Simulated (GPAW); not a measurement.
Runs of GPAW 26.7.0 on Al3Cu2. Symmetry: P-3m1, No. 164, trigonal system. Conventional cell: a = 4.092 Å, b = 4.092 Å, c = 4.993 Å, α = 90.00°, β = 90.00°, γ = 120.00°. Cu (site symmetry 3m) is surrounded by 8 Al at 2.44 to 2.55 Å. Al (site symmetry 3m) has 5 Cu at 2.44 to 2.55 Å and 3 Al at 2.80 Å as nearest neighbours. Al (site symmetry -3m) has 6 Cu at 2.49 Å as nearest neighbours. The cell comes from a database or a generator and needn't be the stable form of this composition.

| level | gap on the mesh (eV) | pressure (GPa) | relaxed volume (Å³/atom) | largest force (eV/Å) |
| --- | --- | --- | --- | --- |
| PBEsol+D3(BJ)+ATM | none | 0.0 | 14.15 | - |
| PBEsol+D3(BJ) | none | 0.0 | 14.06 | 0.01 |
| PBEsol+D4 | none | 0.1 | (a) | 0.01 |
| PBEsol+D3 | none | 0.0 | (b) | 0.01 |
| PBEsol | none | -0.1 | 14.61 | 0.02 |

Alike in all rows: task relaxation of cell and atoms; potentials or basis PAW data sets generated in the run's folder for this functional, pw; no spin polarisation; cell relaxed; k mesh 6 × 6 × 4; cutoff (eV) 600; smearing fermi-dirac 0.05 eV.

**Question.** Estimate the missing entries.

**Answer.** (a) 14.28; (b) 14.17.

Caveats: with this Cu data set, volumes or pressures lay over 1.5 % or 2 GPa off other programs in two to four cells of ten; later steps reuse the first step's grids; pairwise dispersion overbinds metals, which lowers pressure and volume (some runs).

A gap of «none» marks a metal or a gap under the smearing width.
